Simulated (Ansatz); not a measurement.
How LiBr answers to pressure

```
CELL_PARAMETERS angstrom
0.00000 2.75479 2.75479
2.75479 0.00000 2.75479
2.75479 2.75479 0.00000
ATOMIC_POSITIONS crystal
Li 0.00000 0.00000 0.00000
Br 0.50000 0.50000 0.50000
```

Conventional cell: a = 5.510 Å, b = 5.510 Å, c = 5.510 Å, α = 90.00°, β = 90.00°, γ = 90.00°. Li (atom 1) has 6 Br at 2.75 Å as nearest neighbours. Br (atom 2) has 6 Li at 2.75 Å as nearest neighbours.

The cell was built from the rocksalt type and relaxed in the same program, and has space group Fm-3m; it needn't be a known or the stable phase.

Theory: Ansatz 0.2.0, DFT, PBE, all-electron LAPW, scalar-relativistic.

Numerical set-up: a Γ-centred 12×12×12 k mesh, Fermi–Dirac smearing of 0.08 eV, basis error target 1 meV/atom, no spin polarisation.

The cell is scaled evenly with fractional coordinates held. Semilocal gaps are too small, but their slopes carry over better.

```
V/V(cell)  P (GPa)  gap on the k mesh (eV)
   0.9800     0.56                   5.000
   1.0000     0.02                   4.912
   1.0200    -0.47                   4.828
   1.0400    -0.91                   4.750
```

Problem. From the rows at 0.9800 and 1.0200, what is the bulk modulus at the cell's volume?

Solution. B = −ΔP/Δln V = −[(-0.47) − (0.56)]/0.04001 = 25.7 GPa.

Problem. What are the gap's volume deformation potential and pressure coefficient?

Solution. dEg/dln V = (4.828 − 5.000)/0.04001 = -4.30 eV, and dEg/dP = −(dEg/dln V)/B = 167 meV/GPa: pressure widens the gap.

Problem. Predict the row at V/V(cell) = 0.9600. How far is a linear estimate of P off?

Solution. P = 1.17 GPa, gap 5.093 eV. The linear estimate P(cell) − B ln(V/V(cell)) = 1.07 GPa misses by 0.10 GPa, since the modulus grows under compression.
